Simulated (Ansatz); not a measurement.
# Te2Pt: a line through an energy map

Aim: follow the energy of Te2Pt (P-3m1, No. 164; 3 atoms in the cell) along one coordinate, volume per atom at fixed shape, with the other held at shift of Te1 along [0 0 1] = −0.108 Å.

The COD entry's cell or inner coordinates are ideal or old and differ from later refinements, so a difference from it is no clean test against experiment.

Program: Ansatz 0.2.0. Level of theory: DFT PBEsol, scalar-relativistic, plane waves, PAW. These are calculated values, not measurements.

16 further runs of the same task are left out: 16 set aside as unsound or not needed.

## 1. The starting structure

Symmetry: P-3m1, No. 164, trigonal system. The conventional cell has a = 4.045 Å, b = 4.045 Å, c = 5.137 Å, α = 90.00°, β = 90.00°, γ = 120.00°. Te (site symmetry 3m) has 3 Pt at 2.70 Å as nearest neighbours. Around Pt (site symmetry -3m) lie 6 Te at 2.70 Å.

As a file:

```xyz
3
Lattice="4.0446 0.0000 0.0000 -2.0223 3.5027 0.0000 0.0000 0.0000 5.1374" Properties=species:S:1:pos:R:3 pbc="T T T"
Te    0.0000    2.3351    1.3461
Te    2.0223    1.1676    3.7913
Pt    0.0000    0.0000    0.0000
```

This cell was relaxed beforehand with the same method: volume 24.26 Å³/atom, gap on the mesh none (metal).

## 2. What is varied

Atoms count from 1 in the order of the input.

The energy is mapped over a free internal coordinate and the cell.

First coordinate, shift of Te1 along [0 0 1], its symmetry partners moved as symmetry demands (measured in the relaxed cell): 7 values from −0.323 Å. Second coordinate, volume per atom at fixed shape: 7 values from 22.32 to 26.20 Å³.

Nothing else is relaxed (all other coordinates fixed). Energies count from the relaxed crystal. Points are written as (first, second).

## 3. The run at (−0.108 Å, 22.32 Å³)

Input file input.yaml:

```yaml
crystal:
  lattice:
    - [3.933723066, 0.0, 0.0]
    - [-1.966861533, 3.4067041066, 0.0]
    - [0.0, 0.0, 4.996630661]
  atoms:
    - { symbol: Te, position: [0.3333333333, 0.6666666667, 0.2410633485] }
    - { symbol: Te, position: [0.6666666667, 0.3333333333, 0.7589366515] }
    - { symbol: Pt, position: [0.0, 0.0, 0.0] }
basis:
  ecutwfc: 420
kpoints:
  mp_grid: { grid: [12, 12, 8] }
hamiltonian:
  xc: pbesol
scf:
  occupations: { method: gaussian, width: 0.15 }
output:
  forces: true
  stress: true
  eigenvalues: true
```

Launch:

```sh
> ansatz run input.yaml --threads 1 --pin off --max-ram 2048MiB --backend cpu --events-out ev --progress --plain --runs-dir out
```

Further runs follow: the other points of the line.

What does the calculation give? Wanted: for each run, volume per atom at fixed shape; energy; slope; pressure; largest force on an atom.

**Answer**, as computed:

```
volume per atom at fixed shape (Å³)  step  energy (meV/atom)  slope (meV/atom per Å³)  pressure (GPa)  largest force on an atom (eV/Å)
                              22.32     3                184                     −115            18.4                             2.62
                              22.97     –                120                      −84            13.4                             2.14
                              23.61     4                 75                      −57             9.1                             1.71
                              24.26     5                 46                      −33             5.3                             1.33
                              24.91     6                 31                      −13             2.2                             0.98
                              25.55     –                 28                        4            −0.6                             0.68
                              26.20     7                 35                       18            −3.0                             0.40
```

Energies count from the relaxed crystal. Rows without a step come from runs not printed here or follow by symmetry. Slopes come from the forces (and the stress, where the cell changes), not from differences of energies.

In words: The lowest point of the line is at 25.55 Å³, 28 meV/atom from the zero. Energies and slopes round the minimum, fitted together, put the minimum at 25.405 Å³, with a curvature of about 25 meV/atom per (Å³)². V·d²E/dV² there is about 100 GPa, a bulk modulus under this line's constraint. The highest point computed, at 22.32 Å³, lies 156 meV/atom above the lowest. This is one cut through a surface in two coordinates; the map's lowest point lies off it. The runs treat Pt, Te without spin-orbit coupling.
